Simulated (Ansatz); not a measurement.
# Mo (Im-3m) in Ansatz: further runs

One crystal, Mo, is run at these levels: PBE; tasks: single point.

Everything below comes from runs of Ansatz 0.2.0. Logs are shortened: lines on timing, memory, paths and dates and some standing lists are left out, and cuts for length are marked.

## Step 1: The crystal as given

It takes space group Im-3m (No. 229, cubic). Conventional cell: a = 3.168 Å, b = 3.168 Å, c = 3.168 Å, α = 90.00°, β = 90.00°, γ = 90.00°. Mo (site symmetry m-3m) has 8 Mo at 2.74 Å as nearest neighbours.

## Step 2: Single point, PBE, 14.94 Å³/atom (volume scaled by 0.94)

Contents of input.yaml:

```yaml
crystal:
  lattice:
    - [-1.5514772677, 1.5514772677, 1.5514772677]
    - [1.5514772677, -1.5514772677, 1.5514772677]
    - [1.5514772677, 1.5514772677, -1.5514772677]
  atoms:
    - { symbol: Mo, position: [0.0, 0.0, 0.0] }
kpoints:
  mp_grid: { grid: [12, 12, 12] }
scf:
  occupations: { method: fermi_dirac, width: 0.05 }
hamiltonian:
  xc: pbe
  pseudopotentials: { kind: all_electron, lapw: { basis_error: 0.0005 } }
output:
  forces: true
  stress: true
  eigenvalues: true
```

Potentials or basis: all-electron LAPW, scalar-relativistic.

Launch:

```bash
$ ansatz run input.yaml --threads 1 --pin off --max-ram 2560MiB --backend cpu --events-out ev --progress --plain --runs-dir out
```

What it wrote:

```text
Warning: RAYON_NUM_THREADS=1 ignored (pool sized by the plan → 1); use --threads N
LAPW: plane waves up to 8.554 Å⁻¹, error target 5.0e-4 eV per atom; small_component_spin mean_spin; Mo in spheres of 1.344 Å, 30 of its electrons in bands, Dirac shells [] (how accurate: hamiltonian.pseudopotentials.lapw.basis_error, Limitations)
Engine: ansatz 0.2.0, aarch64-unknown-linux-gnu
Pseudopotentials: kind: all_electron
Pseudopotential: Mo, LAPW, valence charge 30, lapw/all_electron/scalar/gaussian/Mo, Koelling and Harmon's equation, gaussian nucleus
Functional definition: PBE
  parameter kappa = 0.804
  parameter beta = 0.06672455060314922
  exchange = pbe_x(kappa = kappa, mu = beta*pi^2/3)
  correlation = pbe_c(beta = beta)
Crystal: 1 atoms, lattice volume = 14.938 Å³
Basis set: ecut = 278.76238853686453 eV, 141 PW (Γ), exchange–correlation at level 2
Bands: 19, of which v1, the nominal top of the filled ones, is band 15 counted from 1 (14 counted from 0)
Symmetry: 48 space group operations
Space group: Im-3m (ITA 229), of the structure as read, at distance tolerance 2.5e-5 Å
k-points: 72 of 1728
Non-local potential: Mo, projectors of the file, none
Initial density: superposition of atomic densities (chi_scale 0.1, normalization cell)
Initial wavefunctions: plane waves of lowest kinetic energy (no species holds an atomic orbital)
Functional: x = pbe(κ = 0.804, μ = 0.2195149727645171), c = pbe(β = 0.06672455060314922)
iter 1 solved again at ethr=8.52e-4 eV; its pass at ethr=1.00e-1 eV (dr2=2.56e-1 eV) is discarded
SCF iter   1: F=—  HF=-110178.374712 eV  |F-HF|=—  |Δ(HF+E_count)|=         —  Δρ=5.52e-2  dr2=2.57e-1  ethr=8.52e-4  ⟨swp⟩=2.4  Hψ=8439  notcnv=0
preconditioner: auto → none  [insulator: Δε(μ)=0.130 eV  Ē_g=9.004 eV  σ=0.050 eV  W_gap=0.53  n_scr=12 (ndim 8)  ℏωp=23.5 eV  f_vac=0.000  D(μ)=0.28/eV (n_scr^D=0)  ε∞_Penn≈7.8]
iter 2 solved again at ethr=4.77e-5 eV; its pass at ethr=8.52e-4 eV (dr2=1.43e-2 eV) is discarded
SCF iter   2: F=—  HF=-110177.832774 eV  |F-HF|=—  |Δ(HF+E_count)|=   5.42e-1  Δρ=1.44e-2  dr2=1.43e-2  ethr=4.77e-5  ⟨swp⟩=2.0  Hψ=7044  notcnv=0
SCF iter   3: F=—  HF=-110177.823465 eV  |F-HF|=—  |Δ(HF+E_count)|=         —  Δρ=5.55e-3  dr2=2.01e-3  ethr=4.77e-5  ⟨swp⟩=2.0  Hψ=3972  notcnv=0
the basis was enlarged: its passes take 948.4 KiB over the memory plan, 1 of 1 planned eigensolver slots
SCF iter   4: F=—  HF=-110177.823430 eV  |F-HF|=—  |Δ(HF+E_count)|=   3.48e-5  Δρ=5.61e-4  dr2=1.75e-5  ethr=6.71e-6  ⟨swp⟩=2.0  Hψ=3972  notcnv=0
SCF iter   5: F=—  HF=-110177.823448 eV  |F-HF|=—  |Δ(HF+E_count)|=   1.78e-5  Δρ=4.47e-5  dr2=1.15e-7  ethr=5.83e-8  ⟨swp⟩=2.0  Hψ=3972  notcnv=0
SCF iter   6: F=-110177.823448 eV  HF=-110177.823448 eV  |F-HF|=9.90e-10  |Δ(HF+E_count)|=   2.21e-7  Δρ=1.44e-6  dr2=1.88e-10  ethr=3.85e-10  ⟨swp⟩=2.4  Hψ=4018  notcnv=0
SCF 1 converged in 6 iterations: F = -110177.823448 eV  dr2 = 1.88e-10
SCF converged after 6 iterations
Free energy (F): -110177.823448 eV
Harris-Foulkes:  -110177.823448 eV  (|F-HF|=9.90e-10)
Internal energy: -110177.821334 eV  (E = F + TS)
E sigma→0 (E₀):  -110177.822391 eV
Entropy (-TS):   -0.002114 eV (-2.114 meV/atom)
Fermi energy:    24.637077 eV
--- Per-component energies (eV) ---
  E_band       = -4041.357241
  E_kinetic    = 114182.336057
  E_xc         = -3372.099317
  E_electrostatic = -220988.058074  (all electrons and nuclei)
  E_smearing   = -0.002114  (= −TS)
  E_closure    = 0.000000  (closes the sum)
  E_atoms      = -110166.923224  (free atoms, spherical and without spin; not in F)
  Σ components = -110177.823448   (vs F -110177.823448, Δ=0.00e0)
  Basis errors (estimates in eV, not in F): energy 1.1e-4 per atom: plane waves 9.6e-5 (5.0e-5 summed), levels above the bands 6.4e-85, relativity 4.1e-8, radial functions 1.8e-5, core shells 2.6e-7; eigenvalues (radial functions only) 2.2e-6; not estimated: angular momenta, meshes, grids; target (lapw.basis_error) 5.0e-4; muffin-tin radii Mo 1.344 Å
--- Forces (eV/Å), atoms counted from 1 ---
  atom   1  Mo     0.00000000    -0.00000000    -0.00000000
  max |Σ_I F_I| component: 9.70e-31 eV/Å
--- Stress (GPa, compression-positive) ---
       16.094851      -0.000000       0.000000
       -0.000000      16.094851      -0.000000
        0.000000      -0.000000      16.094851
  P = ⅓ Tr σ = 16.0949 GPa (160.949 kbar)
--- Band table (eV; the first three rows and the last of 72) ---
  k-point 0: bands = ["-351.0732", "-351.0732", "-351.0732", "-192.9708", "-192.9708", "-192.9428", "-192.9428", "-192.9428", "-36.6042", "-9.7501", "-9.7501", "-9.7501", "17.3228", "23.2393", "23.2393", "23.2393", "26.4349", "26.4349", "39.4397"]
  k-point 1: bands = ["-351.0732", "-351.0732", "-351.0732", "-192.9708", "-192.9708", "-192.9428", "-192.9428", "-192.9428", "-36.5835", "-9.8664", "-9.7857", "-9.7511", "17.6421", "23.0562", "23.2042", "23.5447", "26.1747", "26.4394", "39.6777"]
  k-point 2: bands = ["-351.0732", "-351.0732", "-351.0732", "-192.9708", "-192.9708", "-192.9428", "-192.9428", "-192.9428", "-36.5266", "-10.1772", "-9.8817", "-9.7539", "18.4739", "22.5928", "23.0479", "24.4321", "25.8186", "26.4797", "40.0480"]
  k-point 71: bands = ["-351.0732", "-351.0732", "-351.0732", "-192.9708", "-192.9708", "-192.9427", "-192.9427", "-192.9427", "-36.0664", "-10.8546", "-10.8546", "-10.8546", "18.8971", "18.8971", "28.9349", "28.9349", "28.9349", "34.1046", "34.1046"]
```

Wall time 6.1 s (1 thread of Arm Neoverse V1, shared host); peak memory 0.27 GiB.

What came out:

```
Free energy            : -110177.8234 eV
Pressure               : 16.1 GPa
Band gap on the k mesh : none (metal or under the smearing width)
```

## Step 3: Single point, PBE, 15.26 Å³/atom (volume scaled by 0.96)

input.yaml, as its differences from that of step 2:

```diff
@@ -2,5 +2,5 @@
   lattice:
-    - [-1.5514772677, 1.5514772677, 1.5514772677]
-    - [1.5514772677, -1.5514772677, 1.5514772677]
-    - [1.5514772677, 1.5514772677, -1.5514772677]
+    - [-1.562403524, 1.562403524, 1.562403524]
+    - [1.562403524, -1.562403524, 1.562403524]
+    - [1.562403524, 1.562403524, -1.562403524]
   atoms:
```

Potentials or basis: all-electron LAPW, scalar-relativistic.

Launch:

```bash
$ ansatz run input.yaml --threads 1 --pin off --max-ram 2560MiB --backend cpu --events-out ev --progress --plain --runs-dir out
```

Run time: 6.6 s. Hardware: 1 thread of Arm Neoverse V1, shared host; peak memory 0.27 GiB.

Results (log left out):

```yaml
Free_energy: -110177.8487 eV
Pressure: 9.5 GPa
Band_gap_on_the_k_mesh: none (metal or under the smearing width)
```

## Step 4: Single point, PBE, 15.57 Å³/atom (volume scaled by 0.98)

input.yaml, as its differences from that of step 3:

```diff
@@ -2,5 +2,5 @@
   lattice:
-    - [-1.562403524, 1.562403524, 1.562403524]
-    - [1.562403524, -1.562403524, 1.562403524]
-    - [1.562403524, 1.562403524, -1.562403524]
+    - [-1.5731790612, 1.5731790612, 1.5731790612]
+    - [1.5731790612, -1.5731790612, 1.5731790612]
+    - [1.5731790612, 1.5731790612, -1.5731790612]
   atoms:
```

Launch:

```bash
$ ansatz run input.yaml --threads 1 --pin off --max-ram 2560MiB --backend cpu --events-out ev --progress --plain --runs-dir out
```

Wall time 6.7 s (1 thread of Arm Neoverse V1, shared host); peak memory 0.27 GiB.

It converged, with:

- Free energy: -110177.8614 eV
- Pressure: 3.5 GPa
- Band gap on the k mesh: none (metal or under the smearing width)

## Step 5: Single point, PBE, 15.89 Å³/atom

input.yaml, as its differences from that of step 4:

```diff
@@ -2,5 +2,5 @@
   lattice:
-    - [-1.5731790612, 1.5731790612, 1.5731790612]
-    - [1.5731790612, -1.5731790612, 1.5731790612]
-    - [1.5731790612, 1.5731790612, -1.5731790612]
+    - [-1.5838089719, 1.5838089719, 1.5838089719]
+    - [1.5838089719, -1.5838089719, 1.5838089719]
+    - [1.5838089719, 1.5838089719, -1.5838089719]
   atoms:
```

Launch:

```bash
$ ansatz run input.yaml --threads 1 --pin off --max-ram 2560MiB --backend cpu --events-out ev --progress --plain --runs-dir out
```

Run time: 6.7 s. Hardware: 1 thread of Arm Neoverse V1, shared host; peak memory 0.27 GiB.

It converged, with:

- Free energy: -110177.8629 eV
- Pressure: -1.9 GPa
- Band gap on the k mesh: none (metal or under the smearing width)

## Step 6: Single point, PBE, 16.21 Å³/atom (volume scaled by 1.02)

input.yaml, as its differences from that of step 5:

```diff
@@ -2,5 +2,5 @@
   lattice:
-    - [-1.5838089719, 1.5838089719, 1.5838089719]
-    - [1.5838089719, -1.5838089719, 1.5838089719]
-    - [1.5838089719, 1.5838089719, -1.5838089719]
+    - [-1.5942980787, 1.5942980787, 1.5942980787]
+    - [1.5942980787, -1.5942980787, 1.5942980787]
+    - [1.5942980787, 1.5942980787, -1.5942980787]
   atoms:
```

Potentials or basis: all-electron LAPW, scalar-relativistic.

Launch:

```bash
$ ansatz run input.yaml --threads 1 --pin off --max-ram 2560MiB --backend cpu --events-out ev --progress --plain --runs-dir out
```

Run time: 6.7 s. Hardware: 1 thread of Arm Neoverse V1, shared host; peak memory 0.27 GiB.

Results (log left out):

- Free energy: -110177.8544 eV
- Pressure: -6.7 GPa
- Band gap on the k mesh: none (metal or under the smearing width)

## Step 7: Single point, PBE, 16.53 Å³/atom (volume scaled by 1.04)

input.yaml, as its differences from that of step 6:

```diff
@@ -2,5 +2,5 @@
   lattice:
-    - [-1.5942980787, 1.5942980787, 1.5942980787]
-    - [1.5942980787, -1.5942980787, 1.5942980787]
-    - [1.5942980787, 1.5942980787, -1.5942980787]
+    - [-1.6046509537, 1.6046509537, 1.6046509537]
+    - [1.6046509537, -1.6046509537, 1.6046509537]
+    - [1.6046509537, 1.6046509537, -1.6046509537]
   atoms:
```

Launch:

```bash
$ ansatz run input.yaml --threads 1 --pin off --max-ram 2560MiB --backend cpu --events-out ev --progress --plain --runs-dir out
```

Run time: 6.6 s. Hardware: 1 thread of Arm Neoverse V1, shared host; peak memory 0.27 GiB.

It converged, with:

```
Free energy            : -110177.8368 eV
Pressure               : -11.0 GPa
Band gap on the k mesh : none (metal or under the smearing width)
```

## Step 8: Single point, PBE, 16.85 Å³/atom (volume scaled by 1.06)

input.yaml, as its differences from that of step 7:

```diff
@@ -2,5 +2,5 @@
   lattice:
-    - [-1.6046509537, 1.6046509537, 1.6046509537]
-    - [1.6046509537, -1.6046509537, 1.6046509537]
-    - [1.6046509537, 1.6046509537, -1.6046509537]
+    - [-1.614871936, 1.614871936, 1.614871936]
+    - [1.614871936, -1.614871936, 1.614871936]
+    - [1.614871936, 1.614871936, -1.614871936]
   atoms:
```

Launch:

```bash
$ ansatz run input.yaml --threads 1 --pin off --max-ram 2560MiB --backend cpu --events-out ev --progress --plain --runs-dir out
```

Run time: 6.6 s. Hardware: 1 thread of Arm Neoverse V1, shared host; peak memory 0.27 GiB.

Results (log left out):

```yaml
Free_energy: -110177.8110 eV
Pressure: -14.9 GPa
Band_gap_on_the_k_mesh: none (metal or under the smearing width)
```
